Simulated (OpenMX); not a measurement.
**Nb in OpenMX: the effect of volume scale**

Nb:

```
Nb
1.0
     2.60619    0.00000    0.00000
     0.00000    2.60619    0.00000
     0.00000    0.00000    2.60619
Nb
1
Direct
  0.50000 0.50000 0.50000
```

The cell was built by a generator and needn't be a form met in nature.

Alike in all runs:

```yaml
Program: OpenMX 3.8.5
Task: single point
Functional: PBE
Potentials_or_basis: OpenMX 2013 PBE set, Nb7.0-s3p2d2, grid cutoff 400 Ry
k_mesh: 7 × 7 × 7
Occupations: fermi-dirac, width 0.05 eV
Spin: no spin polarisation
```

| volume scale | pressure (GPa) |
| --- | --- |
| 0.88 | 27.0 |
| 0.92 | 16.9 |
| 0.96 | 8.8 |
| 1 | 2.3 |
| 1.04 | -3.1 |
| 1.08 | ? |

Q: What does the run with volume scale 1.08 give?

A: Pressure -7.5 GPa.

Worked out: A parabola through the other rows of the pressure, of slope -69.1 GPa per unit of volume scale there, extrapolates to -6.6 GPa, against the run's -7.5.

Caveats: the basis of atomic orbitals isn't converged, which shifts pressures, moduli and gaps.
